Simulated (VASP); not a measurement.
A run of VASP 6.6.1 is set up as follows.

INCAR

```
SYSTEM = ZnS
PREC = Accurate
ENCUT = 500
EDIFF = 1E-6
ISMEAR = -1
SIGMA = 0.05
LREAL = .False.
LASPH = .True.
NELM = 120
ALGO = Normal
ISIF = 2
LWAVE = .False.
LCHARG = .False.
GGA = PS
NBANDS = 46
GGA_COMPAT = .False.
```

KPOINTS

```
Automatic mesh
0
Gamma
  8 8 3
  0 0 0
```

The input POSCAR:

```
ZnS
1.0
    3.7848197866      0.0000000000      0.0000000000
   -1.8924098933      3.2777500839      0.0000000000
    0.0000000000      0.0000000000     12.3922068232
Zn S
4 4
Direct
    0.6666666667      0.3333333333      0.7500872336
    0.3333333333      0.6666666667      0.2500872336
    0.0000000000      0.0000000000      0.5001653444
    0.0000000000      0.0000000000      0.0001653444
    0.6666666667      0.3333333333      0.9375511499
    0.3333333333      0.6666666667      0.4375511499
    0.0000000000      0.0000000000      0.6871962721
    0.0000000000      0.0000000000      0.1871962721
```

Potentials or basis: VASP PAW PBE potentials, release 64 (Zn, S).

Launch:

```sh
$ cat potpaw_PBE.64/Zn/POTCAR potpaw_PBE.64/S/POTCAR > POTCAR
$ mpirun -np 1 vasp_std > vasp.out
```

Predict the pressure.

0.2 GPa.

Estimate the band gap on the k mesh.

2.13 eV.

What does it give for the largest force?

0.003 eV/Å.

Forces on the atoms (eV/Å):
```
Zn   0.000  0.000 -0.003
Zn   0.000  0.000 -0.003
Zn   0.000  0.000 -0.003
Zn   0.000  0.000 -0.003
S    0.000  0.000  0.003
S    0.000  0.000  0.003
S    0.000  0.000  0.003
S    0.000  0.000  0.003
```

Caveat: the PAW data sets were made with another functional, which shifts forces and pressure a little.

**The experiment to reproduce.**

A printed reference work, monograph reports, for a bulk crystal of ZnS at 4 K: band gap 3.911 eV (direct).

A measured gap of ZnS is 3.911 eV (direct; 4 K; a printed reference work, monograph); the calculated 2.13 eV misses it by -1.78 eV. The value is that of PBEsol, without temperature or zero-point motion. Semilocal functionals fall short of measured gaps as a rule.
